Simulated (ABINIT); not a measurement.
Crystal: ZrC.

```xyz
2
Lattice="0.0000 2.3650 2.3650 2.3650 0.0000 2.3650 2.3650 2.3650 0.0000" Properties=species:S:1:pos:R:3 pbc="T T T"
Zr    2.3650    2.3650    2.3650
C     0.0000    0.0000    0.0000
```

Base run:

| Item | Value |
| --- | --- |
| Program | ABINIT 10.8.3 (patched build) |
| Functional | BLYP |
| Potentials or basis | JTH PAW PBE v2.0 |
| Cutoff | 544 eV |
| k mesh | 10 × 10 × 10 |
| Occupations | fermi-dirac, width 0.05 eV |
| Spin | spin-orbit coupling, no magnetisation |

Its results: band gap on the k mesh none (metal or under the smearing width); pressure 4.1 GPa.

Q: The run is repeated on the same cell with these changes: functional from BLYP to HCTH407. What comes out?

A: Band gap on the k mesh none (metal or under the smearing width); pressure -6.3 GPa.

Caveats: the PAW data sets were made with another functional, which shifts forces and pressure a little.
